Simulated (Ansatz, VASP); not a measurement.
# HC60N3 in two plane-wave programs

Wanted: the spread between two codes on one cell, functional and k mesh. The cell is taken from a series of runs on this material, whose earlier steps may have relaxed, scaled, displaced or heated it; both programs get it as it stands.

Main program and level: Ansatz 0.2.0; plane waves, with VASP 6.6.1 beside it; single point at HSE06.

## Step 1: Set-up

The cell holds 64 atoms: 60 C, 3 N and 1 H. Its edges and angles: a = 7.143 Å, b = 7.143 Å, c = 7.143 Å, α = 90.0°, β = 90.0°, γ = 90.0°. It derives from C (C (Fd-3m)). Nearest the centre at fractional (0.357, 0.357, 0.393): H64 at 1.01 Å, N62 at 1.64 Å, N63 at 1.64 Å, N61 at 1.64 Å, C45 at 1.85 Å, C12 at 2.34 Å, C13 at 2.34 Å, C4 at 2.34 Å.

## Step 2: VASP: single point, HSE06

A single point gives forces, pressure and levels at one fixed geometry, so differences don't come from the geometry; what else differs is listed under the comparison.

Lines of VASP's logs that name or quote its potential files are left out, and so is its time.

The run reads the wave functions of an earlier VASP run, which isn't shown here.

INCAR

```
SYSTEM = HC60N3
PREC = Accurate
ENCUT = 520
EDIFF = 1E-06
NELM = 100
ISMEAR = -1
SIGMA = 0.01
LREAL = Auto
ALGO = Normal
LHFCALC = .TRUE.
AEXX = 0.25
GGA = PE
HFSCREEN = 0.208
LASPH = .TRUE.
NBANDS = 172
PRECFOCK = Fast
LORBIT = 11
LWAVE = .FALSE.
LCHARG = .FALSE.
ISIF = 2
```

POSCAR

```
HC60N3
1.0
    7.1431635109      0.0000000000      0.0000000000
    0.0000000000      7.1431635109      0.0000000000
    0.0000000000      0.0000000000      7.1431635109
C N H
60 3 1
Direct
    0.9984390491      0.9981895074      0.2502772582
    0.9984272248      0.2496383416      0.9985477533
    0.2498860978      0.9981755927      0.9985487661
    0.1258373795      0.1255865826      0.3690910747
    0.1252756676      0.3689811003      0.1253227950
    0.3692320777      0.1250219347      0.1253228646
    0.0004131446      0.0001616805      0.7494439152
    0.0029331313      0.2522929727      0.4973118821
    0.2525445052      0.0026816233      0.4973118786
    0.2525439818      0.2522924796      0.7469254653
    0.1252671610      0.1250171329      0.8729518192
    0.1258331872      0.3805120867      0.6240223290
    0.3807640614      0.1255831002      0.6240217326
    0.3748698189      0.3746183702      0.8749329409
    0.0024161873      0.4970612128      0.2525453366
    0.9998757288      0.7489486839      0.0006577896
    0.2510177769      0.4980179852      0.0015377985
    0.2510166532      0.7480696509      0.2515878866
    0.1252739083      0.6242829983      0.3806245085
    0.1243394310      0.8732704818      0.1255964286
    0.3764675891      0.6255917984      0.1240143606
    0.3748695589      0.8746718873      0.3749872731
    0.9984402287      0.4993282347      0.7514171684
    0.9984262992      0.7510579418      0.4999664711
    0.2498864084      0.7510548846      0.7514286530
    0.1243397348      0.6240096872      0.8763366888
    0.1252670154      0.8766536014      0.6245873501
    0.3692288484      0.6242805822      0.6245804981
    0.3747784087      0.8745916484      0.8750115134
    0.4973132572      0.0021655319      0.2525464024
    0.4982680776      0.2507659744      0.0015387632
    0.7492002014      0.9996258383      0.0006571592
    0.7483211978      0.2507652635      0.2515888023
    0.6245336619      0.1250234791      0.3806266309
    0.6258388031      0.3762162751      0.1240178836
    0.8735226990      0.1240903153      0.1255945526
    0.8749227293      0.3746183208      0.3749875359
    0.4995782458      0.9981905136      0.7514162166
    0.7513062406      0.9981739100      0.4999675006
    0.7513069082      0.2496342221      0.7514289155
    0.6242607640      0.1240887991      0.8763366481
    0.6245340953      0.3689779742      0.6245833341
    0.8769051347      0.1250147709      0.6245871580
    0.8748400203      0.3745296783      0.8750128589
    0.5063613904      0.5061138899      0.2434925111
    0.4987476090      0.7506402548      0.9989648383
    0.7508862530      0.4984970465      0.9989681884
    0.7508829385      0.7506315445      0.2511031142
    0.6258378131      0.6255868275      0.3733884459
    0.6242328793      0.8759176605      0.1256215136
    0.8761673241      0.6239805299      0.1256220763
    0.8748383889      0.8745888822      0.3750720466
    0.4973119845      0.4970595025      0.7474379596
    0.4982679688      0.7480685836      0.4988404650
    0.7483211468      0.4980171359      0.4988411861
    0.7492007246      0.7489486187      0.7499794051
    0.6242330769      0.6239831125      0.8736856364
    0.6242613420      0.8732703006      0.6255177772
    0.8735233537      0.6240121050      0.6255160163
    0.8746745967      0.8744236868      0.8751819298
    0.2374285132      0.2371776151      0.2372308199
    0.2374228172      0.5123661253      0.5124265140
    0.5126153423      0.2371769868      0.5124260447
    0.4388944547      0.4386545487      0.3109420487
```

KPOINTS

```
Automatic mesh
0
Gamma
1 1 1
0 0 0
```

The projector-augmented-wave data sets are C, N and H (PBE family, release 64).

The run is started by

```console
export OMP_NUM_THREADS=3
mpirun -np 1 vasp_gam
```

What it wrote:

```text
[banner, memory and clock lines left out]
running    1 mpi-ranks, on    1 nodes
[...]
Offloading initialized ...    1 GPUs detected
[...]
LDA part: xc-table for (Slater+PW92), standard interpolation
 found WAVECAR, reading the header
 POSCAR, INCAR and KPOINTS ok, starting setup
[...]
reading WAVECAR
 the WAVECAR file was read successfully
 initial charge from wavefunction
 entering main loop
       N       E                     dE             d eps       ncg     rms          rms(c)
DAV:   1    -0.657617216003E+03   -0.65762E+03   -0.86251E+00   368   0.794E+00    0.407E+00
DAV:   2    -0.657643134148E+03   -0.25918E-01   -0.17860E-01   392   0.108E+00    0.248E+00
DAV:   3    -0.657623902364E+03    0.19232E-01   -0.18275E-02   416   0.364E-01    0.135E+00
DAV:   4    -0.657618762359E+03    0.51400E-02   -0.65199E-03   400   0.210E-01    0.710E-01
[...]
DAV:   9    -0.657616782070E+03    0.96483E-05   -0.51179E-06   400   0.696E-03    0.338E-02
DAV:  10    -0.657616779760E+03    0.23098E-05   -0.13951E-06   224   0.368E-03    0.189E-02
DAV:  11    -0.657616779442E+03    0.31780E-06   -0.48453E-07   216   0.233E-03
   1 F= -.65761678E+03 E0= -.65761678E+03  d E =-.440777E-11
```

Parts of OUTCAR (step 2):

```text
  Total      -12.8294278    -12.8378167    -12.8222871      2.6381270     -2.6449523     -2.6417535
  in kB      -56.3957135    -56.4325894    -56.3643242     11.5967023    -11.6267051    -11.6126436
  external PRESSURE =     -56.3975424 kB  Pullay stress =       0.0000000 kB

 POSITION                                       TOTAL-FORCE (eV/Angst)
 -----------------------------------------------------------------------------------
      7.13201      7.13023      1.78777        -0.010725     -0.005342     -0.018410
      7.13193      1.78321      7.13279        -0.005928      0.002765     -0.013895
      1.78498      7.13013      7.13280         0.001626     -0.004084     -0.014895
      0.89888      0.89709      2.63648         0.040487      0.036698      0.031829
      0.89486      2.63569      0.89520         0.007195      0.006775      0.014782
      2.63749      0.89305      0.89520         0.006436      0.009900      0.018223
      0.00295      0.00115      5.35340        -0.000513      0.000982      0.003988
      0.02095      1.80217      3.55238        -0.000492     -0.008172      0.002470
      1.80397      0.01916      3.55238        -0.006333     -0.001130      0.002997
      1.80396      1.80217      5.33541        -0.001664     -0.001738      0.007260
      0.89480      0.89302      6.23564         0.005409      0.006371      0.009756
      0.89885      2.71806      4.45749         0.036896     -0.036411     -0.044413
      2.71986      0.89706      4.45749        -0.036342      0.038647     -0.046070
      2.67776      2.67596      6.24979         0.001326      0.000210     -0.005661
[...]
-----------------------------------------------------------------------------------
    total drift:                               -0.045010     -0.047586     -0.038149

  FREE ENERGIE OF THE ION-ELECTRON SYSTEM (eV)
  ---------------------------------------------------
  free  energy   TOTEN  =      -657.6167794422 eV

  energy  without entropy=     -657.6167794422  energy(sigma->0) =     -657.61677944

[... 2 further parts left out ...]
```

The run ends at a pressure of -5.64 GPa, with forces up to 18 eV/Å.

[end of part 1 of 2]

[Lines on the potential files, build, host, timing and source positions are cut from VASP's logs without a mark.]

[Logs are printed without paths, hosts, clocks, repeated set-up lines and the standing remarks that a program may print on its own settings, such as how far it seeks lower states.]

[Hosts, paths, dates, database ids (printed as entryN), source tags and the programs' standing remarks are cut or masked in the printed files.]
